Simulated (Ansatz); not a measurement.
**InN, response to strain**

Consider InN in the zinc blende structure (space group F-43m, No. 216; a = 4.9999 Å). Axes: x, y, z lie along the cube axes.

Strains are applied to the cell and any free atomic positions relax; under biaxial strain the out-of-plane vector relaxes too; under stress the whole cell relaxes.

Level of theory: Ansatz (a quantum-chemistry and plane-wave program) r2SCAN, without spin-orbit coupling, earlier PAW set.

Notes on the quantities. pressure: mean of the normal stresses, compression positive; energy relative to the base: free energy F.

```tsv
variant	pressure	energy relative to the base	shortest interatomic distance	space group
base	0.0 GPa	0 meV/atom	4.091 bohr	F-43m (No. 216)
biaxial strain −4.18 %, plane normal [001], relaxed out of plane	4.5 GPa	+26 meV/atom	4.053 bohr	I-4m2 (No. 119)
biaxial strain −1.43 %, plane normal [001], relaxed out of plane	1.4 GPa	+2.8 meV/atom	4.078 bohr	I-4m2 (No. 119)
biaxial strain +2.40 %, plane normal [110], relaxed out of plane	-4.0 GPa	+14 meV/atom	4.118 bohr	Imm2 (No. 44)
uniaxial strain ε_xx = −5.62 %	8.9 GPa	+28 meV/atom	4.016 bohr	I-4m2 (No. 119)
uniaxial strain ε_yy = +1.62 %	-2.2 GPa	+2.3 meV/atom	4.114 bohr	I-4m2 (No. 119)
uniaxial strain ε_zz = −0.99 %	1.4 GPa	+0.9 meV/atom	4.078 bohr	I-4m2 (No. 119)
tensor shear ε_xz = +0.32 %	0.0 GPa	+0.2 meV/atom	4.089 bohr	Imm2 (No. 44)
uniaxial stress, 2 GPa compression along z	–	+2.8 meV/atom	4.085 bohr	I-4m2 (No. 119)
uniaxial stress, 1 GPa tension along z	–	+0.6 meV/atom	4.095 bohr	I-4m2 (No. 119)
```

A biaxial case was relaxed in a doubled cell and then solved in the primitive one. A case with no gap was solved on a k-mesh chosen for an insulator, which is coarse for it. Stability under load was not tested beyond the relaxation. All final runs are without spin polarisation. This is not the structure that InN has at room temperature and ambient pressure.
